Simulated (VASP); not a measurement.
In: relaxation of cell and atoms with PBE

Crystal: In.

```
In
1.0
    -1.62547    1.62547    2.47370
     1.62547   -1.62547    2.47370
     1.62547    1.62547   -2.47370
In
1
Direct
  0.00000 0.00000 0.00000
```

```yaml
Program: VASP 6.6.1
Task: relaxation of cell and atoms
Functional: PBE
Potentials_or_basis: VASP PAW PBE potentials, release 64 (In_d)
Cutoff: 520 eV
k_mesh: 19 × 19 × 19
Occupations: gaussian, width 0.1 eV
Spin: no spin polarisation
Further_INCAR_settings: ALGO = Normal; EDIFF = 1e-06; IBRION = 2; EDIFFG = -0.01; NSW = 90; ISIF = 3
```

```
Relaxed volume                         : 27.53 Å³/atom
Relaxed cell                           : a = 3.421 Å, b = 3.421 Å, c = 3.421 Å, α = 121.74°, β = 121.74°, γ = 87.00°
Space group after relaxing (to 0.05 Å) : I4/mmm (No. 139)
Energy gained by relaxing              : 8.4 meV/atom
Ionic steps                            : 10
Pressure after relaxing                : 0.0 GPa
Band gap on the k mesh                 : none (metal or under the smearing width)
```

The path:
| step | energy change (eV) | largest force (eV/Å) | pressure (GPa) | volume (Å³) |
| --- | --- | --- | --- | --- |
| 1 | 0.0000 | 0.0000 | 2.00 | 26.14 |
| 2 | -0.0081 | 0.0000 | 0.08 | 27.40 |
| 3 | -0.0081 | 0.0000 | 0.05 | 27.46 |
| 4 | -0.0081 | 0.0000 | -0.11 | 27.58 |
| 5 | -0.0081 | 0.0000 | -0.01 | 27.50 |
| 6 | -0.0082 | 0.0000 | 0.00 | 27.50 |
| 7 | -0.0083 | 0.0000 | -0.02 | 27.51 |
| 8 | -0.0084 | 0.0000 | -0.08 | 27.53 |
| 9 | -0.0084 | 0.0000 | -0.03 | 27.53 |
| 10 | -0.0084 | 0.0000 | -0.03 | 27.53 |

Final structure:
```cif
data_structure
_symmetry_space_group_name_H-M 'P 1'
_symmetry_Int_Tables_number 1
_cell_length_a 3.4212
_cell_length_b 3.4212
_cell_length_c 3.4212
_cell_angle_alpha 121.744
_cell_angle_beta 121.744
_cell_angle_gamma 87.005
_cell_volume 27.53
loop_
_atom_site_label
_atom_site_type_symbol
_atom_site_fract_x
_atom_site_fract_y
_atom_site_fract_z
_atom_site_occupancy
In1 In 0.00000 0.00000 0.00000 1
```

Levels at points of the mesh, in eV from the Fermi level:
```
           k point  band 3  band 4  band 5  band 6  band 7  band 8  band 9  band 10
(0.00, 0.00, 0.00)  -14.56  -14.47  -14.40   -9.20   10.09   10.09   10.21    11.44
```

It took 4.7 min on 1 thread of Intel(R) Xeon(R) 6975P-C (Granite Rapids) (shared host), peak memory 0.29 GiB.

PBE usually gives volumes a little too large and moduli too small. Zero-point motion and thermal expansion aren't in these numbers.
